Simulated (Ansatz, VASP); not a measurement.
## KBr in VASP and in Ansatz

Contents of INCAR:

```
PREC     = Accurate       # precision mode
ENCUT    = 520            # plane-wave cutoff, eV
EDIFF    = 1E-6           # SCF threshold, eV
ISMEAR   = 0              # smearing method
SIGMA    = 0.05           # smearing width, eV
LREAL    = False          # projectors in reciprocal space
LASPH    = True           # aspherical terms in the spheres
NELM     = 80             # most SCF steps
ALGO     = Normal         # electronic algorithm
ISIF     = 2              # what is computed and relaxed
LWAVE    = False          # write WAVECAR
LCHARG   = False          # write CHGCAR
GGA      = PE             # functional
NBANDS   = 15             # bands
```

The input KPOINTS:

```
Automatic mesh
0
Gamma
  6 6 6
```

The input POSCAR:

```
KBr
1.0
    0.1028906250      3.2925000000      3.2925000000
    3.3953906250      0.0000000000      3.3953906250
    3.2925000000      3.2925000000      0.1028906250
K Br
1 1
Direct
    0.0000000000      0.0000000000      0.0000000000
    0.5000000000      0.5000000000      0.5000000000
```

Input for Ansatz:

```yaml
crystal:
  lattice:
    - [0.102890625, 3.2925, 3.2925]
    - [3.395390625, 0.0, 3.395390625]
    - [3.2925, 3.2925, 0.102890625]
  atoms:
    - { symbol: K, position: [0.0, 0.0, 0.0] }
    - { symbol: Br, position: [0.5, 0.5, 0.5] }
basis:
  ecutwfc: 420
kpoints:
  mp_grid: { grid: [6, 6, 6] }
hamiltonian:
  xc: pbe
scf:
  occupations: { method: gaussian, width: 0.05 }
output:
  forces: true
  stress: true
  eigenvalues: true
```

Change from the starting cell: strain +0.0625 x Voigt [0, 0, 0, 0, 1, 0], atoms carried along.

Alike in both runs: task single point; functional PBE; k mesh 6 × 6 × 6; occupations gaussian, width 0.05 eV; no spin polarisation.

|  | VASP | Ansatz |
| --- | --- | --- |
| version | VASP 6.6.1 | Ansatz 0.2.0 |
| potentials or method | VASP PAW PBE potentials, release 64 (K_sv, Br) | scalar-relativistic, plane waves, PAW |
| plane-wave cutoff (eV) | 520 | 420 |
| valence electrons in the cell | 16 | 16 |

|  | VASP | Ansatz | Ansatz less VASP |
| --- | --- | --- | --- |
| gap on the k mesh at the Fermi level (eV) | 4.37 | 4.37 | +0.002 |
| least direct gap on the mesh (eV) | 4.37 | 4.37 | +0.002 |
| pressure (GPa) | 0.9 | 0.8 | -0.04 |
| largest component of the traceless stress (GPa) | 0.31 | 0.31 | +0.003 |
